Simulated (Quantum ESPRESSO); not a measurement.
Runs of Quantum ESPRESSO 7.5 on RbBr. The structure is cubic, space group Fm-3m (No. 225). Conventional cell: a = 6.854 Å, b = 6.854 Å, c = 6.854 Å, α = 90.00°, β = 90.00°, γ = 90.00°. Rb (site symmetry m-3m) has 6 Br at 3.43 Å as nearest neighbours. Br (site symmetry m-3m) is surrounded by 6 Rb at 3.43 Å. 

```csv
task,level,potentials or basis,spin,cell,ASE optimiser,dispersion computed by,gap on the mesh (eV),pressure (GPa),relaxed volume (Å³/atom)
relaxation of cell and atoms,RPBE+D4,PseudoDojo 0.4.1 SR PBE standard,off,relaxed,FIRE,dftd4 4.3.1 through ASE,(b),-0.1,44.80
relaxation of cell and atoms,RPBE,PseudoDojo 0.4.1 SR PBE standard,off,relaxed,FIRE,-,4.25,-0.1,47.86
relaxation of cell and atoms,RPBE+D3(BJ),PseudoDojo 0.4.1 SR PBE standard,off,relaxed,FIRE,-,5.46,0.0,30.48
band structure,PBE,PseudoDojo 0.4 FR PBE standard,"SOC, no magnetisation",as given,-,-,4.20,1.0,-
band structure,PBE,PseudoDojo 0.4.1 SR PBE standard,off,as given,-,-,(a),1.0,-
```

Alike in all rows: k mesh 7 × 7 × 7; cutoff (eV) 626; smearing fermi-dirac 0.05 eV.

Problem. Estimate the missing entries.

Solution. (a) 4.36; (b) 4.42.

Caveats: the potentials were made for another functional, which shifts forces and pressure (some runs); an odd mesh through Γ misses points on the zone boundary, where band edges often lie (some runs); the volume moved by over 15 % at a fixed basis, so the end points are rough (some runs); some levels on the path didn't converge (some runs).

A k mesh can miss the band edges, and rows without SOC leave out spin-orbit coupling on Br, Rb.
